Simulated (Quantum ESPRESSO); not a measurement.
# 2H-MoTe2, 2 layers, AA' stacking, stepped through biaxial strain, part 3 of 8

What law, if any, do the results for 2H-MoTe2, 2 layers, AA' stacking follow against biaxial strain?

Quantum ESPRESSO 7.5; plane-wave DFT, PBE, GBRV ultrasoft pseudopotentials.

So far. Step 2 (Relaxing cell and ions of the reference):  The last row is no step: it is a fresh SCF in the final cell with a new plane-wave basis, +0 meV from the row before. Step 3 (Relaxing the ions, -4 %): The relaxation lowers the energy by 16 meV an atom.

**4. SCF with pw.x, -4 %**

The self-consistent run of this member.

Level of this step: plane-wave DFT, PBE, GBRV ultrasoft pseudopotentials (Quantum ESPRESSO 7.5).

m0.scf.in reads:

```
&control
  prefix = 'm0.scf'
  outdir = './out'
  pseudo_dir = './pseudo'
  calculation = 'scf'
  tprnfor = .true.
/
&system
  ibrav = 0
  nat = 6
  ntyp = 2
  ecutwfc = 40
  ecutrho = 200
  occupations = 'smearing'
  smearing = 'fd'
  degauss = 0.002
  nbnd = 30
/
&electrons
  conv_thr = 1e-09
  mixing_beta = 0.4
  electron_maxstep = 120
  mixing_mode = 'plain'
/
ATOMIC_SPECIES
  Te  127.6000  te_pbe_v1.uspp.F.UPF
  Mo  95.9500  mo_pbe_v1.uspp.F.UPF
CELL_PARAMETERS angstrom
  3.37665497184000 0.00000000000000 0.00000000000000
  -1.68832748544000 2.92426898496000 0.00000000000000
  0.00000000000000 0.00000000000000 25.74820526100000
ATOMIC_POSITIONS crystal
  Te  0.333333333300 0.666666666700 0.290584592400
  Mo  0.000000000000 0.000000000000 0.363465909200
  Te  0.333333333300 0.666666666700 0.436472095100
  Te  0.000000000000 0.000000000000 0.563527904900
  Mo  0.333333333300 0.666666666700 0.636534090800
  Te  0.000000000000 0.000000000000 0.709415407600
K_POINTS automatic
  12 12 1 0 0 0
```

Command:

```
OMP_NUM_THREADS=1 mpirun -n 4 pw.x -nk 4 -in m0.scf.in > m0.scf.out
```

The log of the run:

```text
[banner, memory and clock lines left out]
Program PWSCF v.7.5 starts
[citation notice left out]

[...]
Message from routine setup:
[...]
bravais-lattice index     =            0
     lattice parameter (alat)  =       6.3810  a.u.
     unit-cell volume          =    1715.7246 (a.u.)^3
     number of atoms/cell      =            6
     number of atomic types    =            2
     number of electrons       =        52.00
     number of Kohn-Sham states=           30
     kinetic-energy cutoff     =      40.0000  Ry
     charge density cutoff     =     200.0000  Ry
     scf convergence threshold =      1.0E-09
     mixing beta               =       0.4000
     number of iterations used =            8  plain     mixing
     Exchange-correlation= SLA  PW   PBE  PBE
                           (   1   4   3   4   0   0   0)

[...]
PseudoPot. # 1 for Te read from file:
     ./pseudo/te_pbe_v1.uspp.F.UPF
     Pseudo is Ultrasoft + core correction, Zval =  6.0
     Generated by new atomic code, or converted to UPF format
     Using radial grid of  891 points,  5 beta functions with:
                l(1) =   0
                l(2) =   0
                l(3) =   1
                l(4) =   1
                l(5) =   2
     Q(r) pseudized with  6 coefficients,  rinner =    1.800   1.800   1.800
                                                       1.800   1.800

     PseudoPot. # 2 for Mo read from file:
     ./pseudo/mo_pbe_v1.uspp.F.UPF
     Pseudo is Ultrasoft + core correction, Zval = 14.0
     Generated by new atomic code, or converted to UPF format
     Using radial grid of  889 points,  6 beta functions with:
                l(1) =   0
                l(2) =   0
                l(3) =   1
                l(4) =   1
                l(5) =   2
                l(6) =   2
     Q(r) pseudized with  6 coefficients,  rinner =    1.000   1.000   1.000
                                                       1.000   1.000

     atomic species   valence    mass     pseudopotential
     Te                6.00   127.60000     Te( 1.00)
     Mo               14.00    95.95000     Mo( 1.00)

     12 Sym. Ops., with inversion, found ( 6 have fractional translation)

[...]
number of k points=    19  Fermi-Dirac smearing, width (Ry)=  0.0020
[...]
Dense  grid:    82053 G-vectors     FFT dimensions: (  30,  30, 225)

     Smooth grid:    58497 G-vectors     FFT dimensions: (  27,  27, 200)

     Initial potential from superposition of free atoms

     starting charge      51.9970, renormalised to      52.0000

     negative rho (up, down):  2.572E-03 0.000E+00
     Starting wfcs are   42 randomized atomic wfcs

     per-process dynamical memory:    79.9 Mb

     Self-consistent Calculation

     iteration #  1     ecut=    40.00 Ry     beta= 0.40
     Davidson diagonalization with overlap
     ethr =  1.00E-02,  avg # of iterations =  2.0

     negative rho (up, down):  2.670E-03 0.000E+00

     total energy              =    -383.94432502 Ry
     estimated scf accuracy    <       1.64273695 Ry

     iteration #  2     ecut=    40.00 Ry     beta= 0.40
[...]
negative rho (up, down):  1.293E-03 0.000E+00

[...]
total energy              =    -383.98980871 Ry
     estimated scf accuracy    <       8.03704780 Ry

     iteration #  3     ecut=    40.00 Ry     beta= 0.40
[...]
negative rho (up, down):  1.358E-03 0.000E+00

[...]
total energy              =    -384.72083357 Ry
     estimated scf accuracy    <       0.18593728 Ry

     iteration #  4     ecut=    40.00 Ry     beta= 0.40
[...]
negative rho (up, down):  1.591E-03 0.000E+00

[...]
total energy              =    -384.74016786 Ry
     estimated scf accuracy    <       0.04431254 Ry

     iteration #  5     ecut=    40.00 Ry     beta= 0.40
[...]
negative rho (up, down):  2.074E-03 0.000E+00

[...]
total energy              =    -384.73943110 Ry
     estimated scf accuracy    <       0.03483494 Ry

     iteration #  6     ecut=    40.00 Ry     beta= 0.40
[...]
negative rho (up, down):  2.646E-03 0.000E+00

[...]
total energy              =    -384.73755183 Ry
     estimated scf accuracy    <       0.03002464 Ry

[...]
iteration # 16     ecut=    40.00 Ry     beta= 0.40
[...]
negative rho (up, down):  2.597E-03 0.000E+00

[...]
total energy              =    -384.74095018 Ry
     estimated scf accuracy    <       0.00000409 Ry

     iteration # 17     ecut=    40.00 Ry     beta= 0.40
[...]
negative rho (up, down):  2.597E-03 0.000E+00

[...]
total energy              =    -384.74095012 Ry
     estimated scf accuracy    <       0.00000215 Ry

     iteration # 18     ecut=    40.00 Ry     beta= 0.40
[...]
negative rho (up, down):  2.597E-03 0.000E+00

[...]
total energy              =    -384.74095023 Ry
     estimated scf accuracy    <       0.00000042 Ry

     iteration # 19     ecut=    40.00 Ry     beta= 0.40
[...]
negative rho (up, down):  2.596E-03 0.000E+00

[...]
End of self-consistent calculation

          k = 0.0000 0.0000 0.0000 (  7333 PWs)   bands (ev):

   -56.6571 -56.6571 -30.9040 -30.9040 -30.6330 -30.6330 -30.6330 -30.6330
    -9.3468  -9.1183  -8.5288  -8.2350  -1.8851  -1.1234   0.9102   2.1843
     2.6250   2.6250   2.6305   2.6305   2.8225   3.4204   3.4204   3.4378
     3.4378   3.6945   7.5015   7.5015   7.6058   7.6058

          k = 0.0000 0.0962 0.0000 (  7377 PWs)   bands (ev):

   -56.6560 -56.6560 -30.9012 -30.9012 -30.6464 -30.6464 -30.6362 -30.6362
    -9.2336  -9.0053  -8.4403  -8.1514  -1.7626  -1.0010   0.8844   2.0539
     2.3817   2.3919   2.7188   2.7275   2.8531   3.2730   3.2737   3.2946
     3.3683   3.7895   6.9810   7.0739   7.0963   7.1851

[...]
the Fermi energy is     4.5004 ev

!    total energy              =    -384.74095031 Ry
     estimated scf accuracy    <          5.2E-10 Ry
     smearing contrib. (-TS)   =      -0.00000003 Ry
     internal energy E=F+TS    =    -384.74095029 Ry

     The total energy is F=E-TS. E is the sum of the following terms:
     one-electron contribution =   -2054.25523843 Ry
     hartree contribution      =    1036.83174436 Ry
     xc contribution           =     -96.91404920 Ry
     ewald contribution        =     729.59659298 Ry

     convergence has been achieved in  19 iterations

     negative rho (up, down):  2.596E-03 0.000E+00

     Forces acting on atoms (cartesian axes, Ry/au):

     atom    1 type  1   force =     0.00000000    0.00000000   -0.00627302
     atom    2 type  2   force =     0.00000000    0.00000000   -0.00207718
     atom    3 type  1   force =     0.00000000    0.00000000    0.00039034
     atom    4 type  1   force =     0.00000000    0.00000000   -0.00039034
     atom    5 type  2   force =     0.00000000    0.00000000    0.00207718
     atom    6 type  1   force =     0.00000000   -0.00000000    0.00627302

     Total force =     0.009361     Total SCF correction =     0.000109

[...]
```

The job ended after 44 s (4 MPI ranks of Arm Neoverse V2, shared host; peak memory 0.77 GiB; 2.9 min of CPU time).

Read from the output:

| Quantity | Value |
| --- | --- |
| free energy | -5234.6673 eV |
| valence top, on the run's zero | 4.188 eV |
| conduction bottom, on the run's zero | 4.851 eV |
| gap by band count | 0.6623 eV |

**5. Potential by pp.x, -4 %**

plot_num = 11 writes the bare and Hartree potential, from which vacuum levels or, in a crystal, the mean potential are read.

m0.pot.in reads:

```
&inputpp
  prefix = 'm0.scf'
  outdir = './out'
  filplot = 'm0.pot.dat'
  plot_num = 11
/
```

Command:

```
OMP_NUM_THREADS=1 mpirun -n 4 pp.x -in m0.pot.in > m0.pot.out
```

The log of the run:

```text
[banner, memory and clock lines left out]
Program POST-PROC v.7.5 starts

          URL

     ./out/m0.scf.save/

     IMPORTANT: XC functional enforced from input :
     Exchange-correlation= PBE
                           (   1   4   3   4   0   0   0)
     Any further DFT definition will be discarded
     Please, verify this is what you really want

     negative rho (up, down):  2.596E-03 0.000E+00

     Calling punch_plot, plot_num =  11
     Writing data to file  m0.pot.dat
     Message from routine chdens:
     namelist plot not found or invalid, exiting
```

It took 0.93 s on 4 MPI ranks; peak memory 0.1 GiB.

Read from the output:

| Property | Result |
| --- | --- |
| slope of the potential above | 3.14e-4 eV/Å |
| upper vacuum line continued to the top atoms, over the valence top | 4.443 eV |
| slope of the potential below | -1.81e-4 eV/Å |
| lower vacuum line continued to the bottom atoms, over the valence top | 4.444 eV |
| vacuum level at the upper face over the valence top of the mesh | 4.445 eV |
| vacuum level at the lower face over the valence top of the mesh | 4.445 eV |

Electrostatic potential energy of an electron; zero at the highest filled level of the SCF mesh. Table of potential energy, planar mean by z:

```
z (Å)  potential energy, planar mean (eV)
  0.0                                4.44
  0.5                                4.44
  1.0                                4.44
  1.5                                4.44
  2.0                                4.44
  2.5                                4.44
  3.0                                4.44
  3.5                                4.44
  4.0                                4.44
  4.5                                4.43
  5.0                                4.37
  5.5                                4.16
  6.0                                3.28
  6.5                               0.267
  7.0                                11.3
  7.5                                22.9
  8.0                                9.18
  8.5                               -4.32
  9.0                               -16.3
  9.5                               -22.4
 10.0                               -7.70
 10.5                               0.747
 11.0                                19.7
 11.5                                19.1
 12.0                                1.94
 12.5                                2.15
 13.0                                2.97
 13.5                               0.316
 14.0                                10.2
 14.5                                23.0
 15.0                                10.4
 15.5                               -3.99
 16.0                               -15.3
 16.5                               -22.8
 17.0                               -8.46
 17.5                              -0.155
 18.0                                18.8
 18.5                                19.9
 19.0                                2.54
 19.5                                2.12
 20.0                                3.87
 20.5                                4.30
 21.0                                4.41
 21.5                                4.44
 22.0                                4.44
 22.5                                4.44
 23.0                                4.44
 23.5                                4.44
 24.0                                4.44
 24.5                                4.44
 25.0                                4.44
 25.5                                4.44
```

(Continued in part 4 of 8.)

[Logs are printed without paths, hosts, clocks, repeated set-up lines and the standing remarks that a program may print on its own settings, such as how far it seeks lower states.]

[Hosts, paths, dates, database ids (printed as entryN), source tags and the programs' standing remarks are cut or masked in the printed files.]

[Maps of the electrostatic potential energy from Ansatz leave out the sawtooth potential of an applied field or a dipole correction, so their vacuum need not be flat; planar profiles and work functions include it.]
